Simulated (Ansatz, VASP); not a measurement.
BAs in VASP and in Ansatz

```xyz
2
Lattice="0.0000 2.4046 2.4046 2.4046 0.0000 2.4046 2.4046 2.4046 0.0000" Properties=species:S:1:pos:R:3 pbc="T T T"
B     0.0000    0.0000    0.0000
As    3.6070    3.6070    3.6070
```

Alike in both runs: functional PBE; k mesh 10 × 10 × 10; no spin polarisation.

Ansatz relaxed the structure, and its values are those at the end. VASP's run is a single point on that final structure, the one shown.

|  | VASP | Ansatz |
| --- | --- | --- |
| version | VASP 6.6.1 | Ansatz 0.2.0 |
| potentials or method | VASP PAW PBE potentials, release 64 (B, As) | scalar-relativistic, plane waves, PAW |
| plane-wave cutoff (eV) | 520 | 420 |
| occupations | gaussian, width 0.01 eV | fixed |
| valence electrons in the cell | 8 | 18 |

|  | VASP | Ansatz | Ansatz less VASP |
| --- | --- | --- | --- |
| gap on the k mesh at the Fermi level (eV) | 1.20 | 1.20 | +0.008 |
| least direct gap on the mesh (eV) | 3.25 | 3.26 | +0.005 |
| pressure (GPa) | 0.6 | 0.0 | -0.59 |

The two sets of potentials don't hold the same shells in valence.

A k mesh can miss the band edges.
